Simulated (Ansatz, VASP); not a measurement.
# KBr: VASP beside Ansatz, part 2 of 2

Wanted: the spread between two codes on one cell, functional and k mesh. The cell is taken from a series of VASP runs on this material, whose earlier steps may have relaxed, scaled or displaced it; both programs get it as it stands.

VASP 6.6.1 and Ansatz 0.2.0.

So far. Step 4 (Side by side): The walks stopped with -0.04 GPa left in Ansatz and -0.01 GPa in VASP; each walk ends within a tolerance, so the volume difference is uncertain by about these residues over the bulk modulus, most in soft cells.

### Step 5. VASP: zone-centre phonons, LDA

Level of this step: LDA; plane waves and PAW (Br, K_sv) (VASP).

Second derivatives magnify differences that forces hide, and they need a tight electronic threshold. The cell compared in this pair holds 63.03 Å³, against 64.98 Å³ for the pair before.

The input, INCAR:

```
SYSTEM = KBr
PREC = Accurate
ENCUT = 500
EDIFF = 1E-08
NELM = 100
ISMEAR = 0
SIGMA = 0.03
LREAL = .FALSE.
ALGO = Normal
GGA = CA
NBANDS = 14
LORBIT = 11
LWAVE = .FALSE.
LCHARG = .FALSE.
KPAR = 4
IBRION = 8
LEPSILON = .TRUE.
LPEAD = .TRUE.
ISIF = 2
```

The input, POSCAR:

```
KBr
1.0
    0.0000000000      3.1586847466      3.1586847466
    3.1586847466      0.0000000000      3.1586847466
    3.1586847466      3.1586847466      0.0000000000
Br K
1 1
Direct
    0.5000000000      0.5000000000      0.5000000000
    0.0000000000      0.0000000000      0.0000000000
```

The input, KPOINTS:

```
Automatic mesh
0
Gamma
12 12 12
0 0 0
```

PAW data sets: Br and K_sv (LDA family, release 64).

Launch:

```console
> mpirun -np 4 vasp_std
```

Numbers of over 12 decimals in the logs are rounded to 6 here.

What it wrote:

```text
[... set-up lines as in an earlier step ...]
 entering main loop
       N       E                     dE             d eps       ncg     rms          rms(c)
DAV:   1     0.102401120675E+03    0.10240E+03   -0.68153E+03  2016   0.988E+02
DAV:   2    -0.563640545969E+00   -0.10296E+03   -0.94848E+02  2492   0.258E+02
DAV:   3    -0.677277096033E+01   -0.62091E+01   -0.61714E+01  2782   0.538E+01
DAV:   4    -0.699653681357E+01   -0.22377E+00   -0.22367E+00  3116   0.977E+00
[...]
DAV:  11    -0.683053248024E+01    0.16921E-05   -0.75360E-06  2670   0.194E-02    0.401E-03
DAV:  12    -0.683053273282E+01   -0.25258E-06   -0.28200E-07  2292   0.395E-03    0.693E-04
DAV:  13    -0.683053273336E+01   -0.54774E-09   -0.27558E-08  2738   0.989E-04
   1 F= -.68305327E+01 E0= -.68305327E+01  d E =-.219780E-14
 Linear response reoptimize wavefunctions to high precision
DAV:   1    -0.683053273394E+01   -0.57139E-09   -0.18152E-09  2028   0.341E-04
DAV:   2    -0.683053273394E+01    0.00000E+00   -0.98933E-11  1422   0.745E-05
 Linear response to external field (no local field effect), progress :
[...]
RMM:  15    -0.143506796778E+00   -0.13975E-08    0.80050E-08  9654   0.482E-06    0.274E-06
 first order change of Fermi-energy  -0.24795E-04
 force on displaced ion       1 direction 1 :  -1.870   0.000   0.000
 Born effective charge ion    1 direction 1 :  -1.096   0.000   0.000
 Linear response progress:
  Degree of freedom:   2/  2
       N       E                     dE             d eps       ncg     rms          rms(c)
RMM:   1    -0.307857171752E+00   -0.30786E+00    0.20047E-01  7132   0.424E+00
RMM:   2    -0.306128816805E+00    0.17284E-02   -0.29484E-02  8476   0.112E+00    0.369E-02
RMM:   3    -0.308161920082E+00   -0.20331E-02   -0.47805E-03  9971   0.343E-01    0.338E-02
RMM:   4    -0.308308918522E+00   -0.14700E-03   -0.23238E-04 10597   0.754E-02    0.290E-02
[...]
RMM:  14    -0.308338105826E+00    0.28557E-07    0.66389E-08 11413   0.346E-05    0.171E-05
RMM:  15    -0.308338014932E+00    0.90894E-07    0.90181E-09 10181   0.234E-05    0.166E-06
RMM:  16    -0.308338012657E+00    0.22748E-08    0.29092E-08 10576   0.124E-05    0.518E-07
 first order change of Fermi-energy  -0.37709E-04
 force on displaced ion       2 direction 1 :  -1.869   0.000   0.000
 Born effective charge ion    2 direction 1 :   1.096   0.000   0.000
 Born effective charges drift removed
 Linear response finished
```

Parts of OUTCAR (step 5):

```text
  Total        0.2596496      0.2596496      0.2596496      0.0000000     -0.0000000      0.0000000
  in kB        6.6000824      6.6000824      6.6000824      0.0000000     -0.0000000      0.0000000
  external PRESSURE =       6.6000824 kB  Pullay stress =       0.0000000 kB

 POSITION                                       TOTAL-FORCE (eV/Angst)
 -----------------------------------------------------------------------------------
      3.15868      3.15868      3.15868        -0.000000     -0.000000     -0.000000
      0.00000      0.00000      0.00000         0.000000      0.000000      0.000000
 -----------------------------------------------------------------------------------
    total drift:                                0.000000      0.000000      0.000000

 MACROSCOPIC STATIC DIELECTRIC TENSOR (including local field effects in DFT)
 ------------------------------------------------------
           2.796009     0.000000    -0.000000
           0.000000     2.796009     0.000000
           0.000000     0.000000     2.796009
 ------------------------------------------------------

 MACROSCOPIC STATIC DIELECTRIC TENSOR IONIC CONTRIBUTION
 ------------------------------------------------------
           1.843781     0.000000     0.000000
           0.000000     1.843781     0.000000
           0.000000     0.000000     1.843781
 ------------------------------------------------------

[... 2 further parts left out ...]
```

Energies printed during the response cycles are not total energies of the cell.

### Step 6. Ansatz: zone-centre phonons, LDA

The same cell, functional (in two slightly different forms) and mesh now go to Ansatz, which takes its cutoff from its data sets.

The cell is taken from a series of VASP runs on this material, whose earlier steps may have relaxed, scaled or displaced it; both programs get it as it stands.

The input, input.yaml:

```yaml
crystal:
  lattice:
    - [0.0, 3.1586847466, 3.1586847466]
    - [3.1586847466, 0.0, 3.1586847466]
    - [3.1586847466, 3.1586847466, 0.0]
  atoms:
    - { symbol: Br, position: [0.5, 0.5, 0.5] }
    - { symbol: K, position: [0.0, 0.0, 0.0] }
hamiltonian:
  xc: lda
  pseudopotentials: { kind: paw }
kpoints:
  mp_grid: { grid: [12, 12, 12] }
scf:
  occupations: { method: fixed }
phonons:
  method: dfpt
  qpoints: [[0, 0, 0]]
  dielectric: true
  rigid_motions: translations
```

Launch:

```console
> ansatz run input.yaml --threads 4 --pin off --max-ram 9216MiB --backend cpu --events-out ev --progress --plain --runs-dir out
```

What it wrote:

```text
[...]
Crystal: 2 atoms, lattice volume = 63.030 Å³
Basis set: ecut = 420 eV, 1243 PW (Γ), exchange–correlation on 60×60×60 points (8 copies of the dense FFT grid, shifted against one another)
Bands: 12, of which v1, the nominal top of the filled ones, is band 8 counted from 1 (7 counted from 0)
Symmetry: 48 space group operations
k-points: 163 of 1728 (irreducible under 8 space group operations, time reversal used)
[...]
178.07      1             1.0548
  optical modes at Γ + LO–TO along q̂ = [0.0000, 0.0000, 1.0000]:
      ω (cm⁻¹)  modes    IR ((D/Å)²/amu)
        137.60      2             2.1096
        178.07      1             1.0548
--- Phonons (arbitrary-q DFPT): 1 explicit q-point ---
  q = [0, 0, 0] (of the zone-centre solve; hermiticity 3.94e-6, symmetrization 1.51e-14): 0.00 0.00 0.00 137.60 137.60 137.60
  sum rule: each row above includes the acoustic sum rule's correction from the zone centre's row sums; it moved no ω² by more than (1.07 cm⁻¹)²
[key lines of the parts left out:]
SCF converged after 8 iterations
Free energy (F): -4193.635201 eV
Fermi energy:    1.758611 eV
```

Elapsed: 11 s, on 4 threads of Arm Neoverse V2, shared host; peak memory 0.68 GiB.

### Step 7. Side by side

Both answers:

| quantity | Ansatz | VASP | difference |
| --- | --- | --- | --- |
| ε∞ xx | 2.79 | 2.80 | -0.08 % |
| ε∞ yy | 2.79 | 2.80 | -0.08 % |
| ε∞ zz | 2.79 | 2.80 | -0.08 % |
| Born charge of Br1 (mean of the diagonal) (e) | -1.10 | -1.10 | 0.00 |
| Born charge of K2 (mean of the diagonal) (e) | 1.10 | 1.10 | 0.00 |
| optical mode 1 to 3 (cm⁻¹) | 137.6 | 139.1 | -1.11 % |

Modes are paired by rising frequency and degeneracy, not by their patterns, so a pair may still set unlike modes beside each other.

### Step 8. What the set-up changes

Further runs change the set-up of one program: Ansatz's method, potentials or start, or VASP's data sets, cutoff or form of LDA. The table gives Ansatz less VASP for each quantity, since a change that brings one quantity closer may part another.

```csv
run,optical mode 1 to 3 (%)
as above,-1.1
Ansatz's all-electron LAPW method,-1.1
```

### Step 9. What came out

```
difference in volume (relaxation of cell and atoms, LDA)                                                          : -0.28 %
r.m.s. difference of the optical zone-centre modes, each program's sorted by frequency (zone-centre phonons, LDA) : 1.5 cm⁻¹
difference in optical mode 1 to 3 (zone-centre phonons, LDA)                                                      : -1.1 %
```

In words: The difference in volume is -0.28 % (relaxation of cell and atoms, LDA), within the 1.2 % picked in this series as the mark of a large difference, as far as the stopping tolerances let one tell. Among the rows given in per cent, the largest difference of the zone-centre phonons, LDA pair is in optical mode 1 to 3, -1.1 %. For zone-centre phonons, LDA, no further run moves any of the tabulated differences by more than a quarter of its size. How closely two codes agree says nothing of how well the functional describes the real material.

[Lines on the potential files, build, host, timing and source positions are cut from VASP's logs without a mark.]

[Logs are printed without paths, hosts, clocks, repeated set-up lines and the standing remarks that a program may print on its own settings, such as how far it seeks lower states.]

[Hosts, paths, dates, database ids (printed as entryN), source tags and the programs' standing remarks are cut or masked in the printed files.]
